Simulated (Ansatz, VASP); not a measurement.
Two plane-wave programs on InP

```
In P
1.0
     0.00000    2.95381    2.91925
     2.95381    0.00000    2.91925
     2.95381    2.95381    0.00000
In P
1 1
Direct
  0.00000 0.00000 0.00000
  0.25000 0.25000 0.25000
```

Change from the starting cell: uniaxial_z strain -1.2%.

Alike in both runs: task single point; functional r2SCAN; k mesh 8 × 8 × 8; no spin polarisation.

|  | VASP | Ansatz |
| --- | --- | --- |
| version | VASP 6.6.1 | Ansatz 0.2.0 |
| potentials or method | VASP PAW PBE potentials, release 64 (In_d, P) | plane waves, PAW |
| plane-wave cutoff (eV) | 520 | 500 |
| occupations | gaussian, width 0.01 eV | fixed |
| valence electrons in the cell | 18 | 18 |

Ansatz gave:

| Item | Value |
| --- | --- |
| gap on the k mesh at the Fermi level (eV) | 1.06 |
| pressure (GPa) | 0.8 |
| largest component of the traceless stress (GPa) | 0.34 |

What did VASP give for the same quantities?

gap on the k mesh at the Fermi level (eV): 1.06; pressure (GPa): 0.7; largest component of the traceless stress (GPa): 0.34.

Caveats: the PAW data sets were made with another functional, which shifts forces and pressure a little (VASP); spin-orbit coupling is left out, which moves the levels of the heavy elements.
